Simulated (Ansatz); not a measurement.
Here is an Ansatz 0.2.0 calculation.

File input.yaml:

```yaml
crystal:
  lattice:
    - [0.0, 3.231, 3.231]
    - [3.231, 0.0, 3.231]
    - [3.231, 3.231, 0.0]
  atoms:
    - { symbol: Pb, position: [0.0, 0.0, 0.0] }
    - { symbol: Te, position: [0.5, 0.5, 0.5] }
hamiltonian:
  xc: { exchange: rpw86, correlation: pbe }
  pseudopotentials: { kind: paw }
  dispersion: rvv10
kpoints:
  mp_grid: { grid: [7, 7, 7] }
scf:
  occupations: { method: fermi_dirac, width: 0.05 }
output:
  forces: true
  stress: true
  write_density: true
  write_potential: true
  elf: true
  volumetric_format: npy
relax:
  f_tol: 0.01
  max_steps: 40
  cell: { stress_tol: 0.05 }
```

Potentials or basis: Ansatz PAW.

Launch:

```sh
$ ansatz run input.yaml --threads 2 --pin off --max-ram 5120MiB --backend cpu --events-out ev --progress --plain --runs-dir out
```

**Question.** Estimate the space group after relaxing (to 0.05 Å).

**Answer.** Fm-3m (No. 225).

**Question.** What does it give for the relaxed volume?

**Answer.** 35.88 Å³/atom.

**Question.** Estimate the relaxed cell.

**Answer.** a = 4.664 Å, b = 4.664 Å, c = 4.664 Å, α = 60.00°, β = 60.00°, γ = 60.00°.

Step by step:
| step | energy change (eV) | largest force (eV/Å) | volume (Å³) |
| --- | --- | --- | --- |
| 1 | 0.0000 | 0.0000 | 67.46 |
| 2 | -0.0301 | 0.0000 | 73.39 |
| 3 | -0.0349 | 0.0000 | 71.92 |
| 4 | -0.0350 | 0.0000 | 71.76 |
| 5 | -0.0362 | 0.0000 | 71.76 |

Caveat: this odd mesh misses L, where the gap lies, so gap, dielectric constants and Born charges aren't listed; the plane-wave basis is chosen anew once the cell has moved, so the energies of steps on either side of that aren't comparable; the PAW data sets come from PBE, with cores solved anew for the run's functional, which leaves a small shift of forces and pressure. Spin-orbit coupling is left out, which matters for the levels of Pb, Te.
